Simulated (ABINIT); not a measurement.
Wanted: the native input for an ABINIT 10.8.3 (patched build) run.

```yaml
Task: band structure
Functional: rPW86PBE
Potentials_or_basis: JTH PAW PBE v2.0
Cutoff: 599 eV
k_mesh: 8 × 8 × 8
Occupations: fermi-dirac, width 0.05 eV
Spin: no spin polarisation
Fine-grid_cutoff: 1197.3 eV
Exchange_and_correlation_inside_the_PAW_spheres: full angular mesh (pawxcdev 0, this build's default; the released program takes 1)
```

CdS (Hawleyite):

```xyz
2
Lattice="0.0000 2.9165 2.9165 2.9165 0.0000 2.9165 2.9165 2.9165 0.0000" Properties=species:S:1:pos:R:3 pbc="T T T"
Cd    0.0000    0.0000    0.0000
S     4.3748    4.3748    4.3748
```

These files were run (other wordings do the same):

run.abi

```
ndtset 2

pp_dirpath "./"
pseudos "Cd.GGA_PBE-JTH.xml, S.GGA_PBE-JTH.xml"

acell 3*1.0 Angstrom
rprim
     0.0000000000     2.9165000000     2.9165000000
     2.9165000000     0.0000000000     2.9165000000
     2.9165000000     2.9165000000     0.0000000000
ntypat 2
znucl 48 16
natom 2
typat 1 2
xred
     0.0000000000     0.0000000000     0.0000000000
     0.7500000000     0.7500000000     0.7500000000

ecut 22.0
pawecutdg 44.0

ixc -144130

occopt 3
tsmear 0.05 eV

nstep 100

iomode 3
prtwf 0
prteig 0
prtebands 0
enunit 1
prtden1 1

kptopt1 1
ngkpt1 8 8 8
nshiftk1 1
shiftk1 0.0 0.0 0.0
nband1 13
tolvrs1 1.0e-9

iscf2 -2
getden2 1
nband2 19
nbdbuf2 4
tolwfr2 1.0e-11
kptopt2 -9
ndivsm2 8
prteig2 1
prtvol2 -3
kptbounds2
     0.0000000000     0.0000000000     0.0000000000
     0.5000000000     0.0000000000     0.5000000000
     0.5000000000     0.2500000000     0.7500000000
     0.3750000000     0.3750000000     0.7500000000
     0.0000000000     0.0000000000     0.0000000000
     0.5000000000     0.5000000000     0.5000000000
     0.6250000000     0.2500000000     0.6250000000
     0.5000000000     0.2500000000     0.7500000000
     0.5000000000     0.5000000000     0.5000000000
     0.3750000000     0.3750000000     0.7500000000
```

Potentials or basis: JTH PAW PBE v2.0.

Run with:

```console
$ abinit run.abi > log 2>&1
```

It gave:

```yaml
Pressure: 5.4 GPa
Band_gap_on_the_k_mesh: 1.00 eV, direct
Band_gap_along_the_path: 1.00 eV, direct
Valence_electrons_inside_the_program's_atomic_spheres: Cd 10.48; S 3.61
```

Caveat: the PAW data sets were made with another functional, which shifts forces and pressure a little.

Run time: 3.1 min on 1 thread of Arm Neoverse V1, with other jobs on the host, peak memory 0.18 GiB.
